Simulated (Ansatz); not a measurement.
Here is an Ansatz 0.2.0 calculation.

File input.yaml:

```yaml
crystal:
  lattice:
    - [3.113, 0.0, 0.0]
    - [-1.5565, 2.695937082, 0.0]
    - [0.0, 0.0, 4.981]
  atoms:
    - { symbol: Al, position: [0.6666666667, 0.3333333333, 0.5] }
    - { symbol: Al, position: [0.3333333333, 0.6666666667, 0.0] }
    - { symbol: "N", position: [0.6666666667, 0.3333333333, 0.88] }
    - { symbol: "N", position: [0.3333333333, 0.6666666667, 0.38] }
hamiltonian:
  xc: pbesol
  pseudopotentials: { kind: paw }
kpoints:
  mp_grid: { grid: [10, 10, 6] }
scf:
  occupations: { method: gaussian, width: 0.1 }
output:
  forces: true
  stress: true
  eigenvalues: true
```

Potentials or basis: Ansatz PAW.

The run is started by

```console
$ ansatz run input.yaml --threads 2 --pin off --max-ram 5632MiB --backend cpu --events-out ev --progress --plain --runs-dir out
```

**Question.** Estimate the pressure.

**Answer.** 0.2 GPa.

**Question.** Estimate the band gap on the k mesh.

**Answer.** 4.13 eV, direct.

**Question.** What does it give for the largest force?

**Answer.** 0.130 eV/Å.

Forces on the atoms (eV/Å):
```
Al   0.000  0.000 -0.130
Al   0.000  0.000 -0.130
N    0.000  0.000  0.130
N    0.000  0.000  0.130
```

Caveat: the pressure holds a Pulay correction of +0.5 GPa for the finite cutoff; the PAW data sets come from PBE, with cores solved anew for the run's functional, which leaves a small shift of forces and pressure.

**Measured values to compare with.**

From “Self-assembly of well-separated AlN nanowires directly on sputtered metallic TiN films”, 2019, arxiv:1910.07391, for a bulk crystal of AlN at 10 K: band gap 6.034 eV (an exciton energy, a little under the gap).

Measured gap of AlN: 6.034 eV (an exciton energy, a little under the gap; 10 K; quoted in “Self-assembly of well-separated AlN nanowires directly on sputtered metallic TiN films”, 2019, arxiv:1910.07391). This calculation gives 4.13 eV (-1.90 eV). 2 values of this kind are on record (6.034 to 6.0343 eV); this one was drawn at random. The value is that of PBEsol on a finite k mesh, which can miss the band edges, without temperature or zero-point motion. Semilocal functionals fall short of measured gaps as a rule.
